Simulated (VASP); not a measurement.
A run of VASP 6.6.1 is set up as follows.

The input INCAR:

```
PREC = Accurate ; ENCUT = 600
EDIFF = 1E-7 ; ISMEAR = 0
SIGMA = 0.1 ; LREAL = F
LASPH = T ; NELM = 60
ALGO = Normal ; ISIF = 3
LWAVE = F ; LCHARG = F
GGA = PS ; IBRION = 2
NSW = 90 ; EDIFFG = -0.005
```

Contents of KPOINTS:

```
Automatic mesh
0
Gamma
  4 4 4
```

Contents of POSCAR:

```
Ba
1.0
   -2.5125000000      2.5125000000      2.5125000000
    2.5125000000     -2.5125000000      2.5125000000
    2.5125000000      2.5125000000     -2.5125000000
Ba
1
Direct
    0.0000000000      0.0000000000      0.0000000000
```

Potentials or basis: VASP PAW PBE potentials, release 64 (Ba_sv).

Command:

```sh
$ cat potpaw_PBE.64/Ba_sv/POTCAR > POTCAR
$ mpirun -np 1 vasp_std > vasp.out
```

Task: Estimate the space group after relaxing (to 0.05 Å).

Result: Im-3m (No. 229).

Task: What does it give for the relaxed volume?

Result: 60.25 Å³/atom.

Task: What does it give for the band gap on the k mesh?

Result: None (metal or under the smearing width).

Step by step:
```csv
step,energy change (eV),largest force (eV/Å),pressure (GPa),volume (Å³)
1,0.0000,0.0000,-0.46,63.44
2,-0.0036,0.0000,-0.23,61.78
3,-0.0046,0.0000,0.04,59.99
4,-0.0047,0.0000,0.01,60.25
```

Caveat: the k mesh is coarse (spacing up to 0.44 Å⁻¹), so the values aren't converged; the PAW data sets were made with another functional, which shifts forces and pressure a little. The run has no spin-orbit coupling, so splittings on Ba are missing.
